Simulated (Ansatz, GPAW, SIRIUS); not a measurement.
# MgSe: programs and potentials compared

```xyz
2
Lattice="0.0000 2.7255 2.7255 2.7255 0.0000 2.7255 2.7255 2.7255 0.0000" Properties=species:S:1:pos:R:3 pbc="T T T"
Se    2.7255    2.7255    2.7255
Mg    0.0000    0.0000    0.0000
```

Alike in all runs: task equation of state; functional PBEsol; k mesh 8 × 8 × 8; occupations fermi-dirac, width 0.05 eV; no spin polarisation; no spin-orbit coupling.

```csv
program and potentials,plane-wave cutoff (eV),notes,equilibrium volume (Å³/atom),bulk modulus (GPa)
"SIRIUS, all-electron FP-LAPW, apw+lo standard",-,-,20.23,65.1
"Ansatz, all-electron LAPW, scalar-relativistic",-,-,20.23,64.8
"GPAW, PAW data sets generated for this functional",800,-,?,?
```

**Question.** Estimate from the other rows what the run with GPAW, PAW data sets generated for this functional gave.

**Answer.** Equilibrium volume 20.25 Å³/atom; bulk modulus 65.1 GPa. The other rows, which needn't bracket it: equilibrium volume 20.23; bulk modulus 64.8 to 65.1.
